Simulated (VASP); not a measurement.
The system is CuI (Marshite).

```
Cu I
1.0
     0.00000    3.03900    3.03900
     3.03900    0.00000    3.03900
     3.03900    3.03900    0.00000
Cu I
1 1
Direct
  0.25000 0.25000 0.25000
  0.00000 0.00000 0.00000
```

- Program: VASP 6.6.1
- Task: relaxation of cell and atoms
- Functional: PBEsol
- Potentials or basis: VASP PAW PBE potentials, release 64 (Cu, I)
- Cutoff: 600 eV
- k mesh: 8 × 8 × 8
- Occupations: gaussian, width 0.02 eV
- Spin: no spin polarisation

At the start: pressure -2.8 GPa; volume 28.07 Å³/atom.

Problem. Where does the relaxation end?

Solution. Over 4 steps the energy falls by 16.7 meV/atom and the volume is 26.24 Å³/atom (-6.5 %); space group F-43m (No. 216, to 0.05 Å).

The path:
```tsv
step	energy change (eV)	largest force (eV/Å)	pressure (GPa)	volume (Å³)
1	0.0000	0.0000	-2.80	56.13
2	-0.0332	0.0000	0.49	52.25
3	-0.0333	0.0000	-0.39	52.67
4	-0.0334	0.0000	0.00	52.48
```

Final structure:
```xyz
2
Lattice="0.0000 2.9716 2.9716 2.9716 0.0000 2.9716 2.9716 2.9716 0.0000" Properties=species:S:1:pos:R:3 pbc="T T T"
Cu    1.4858    1.4858    1.4858
I     2.9716    2.9716    0.0000
```

Caveat: the PAW data sets were made with another functional, which shifts forces and pressure a little.
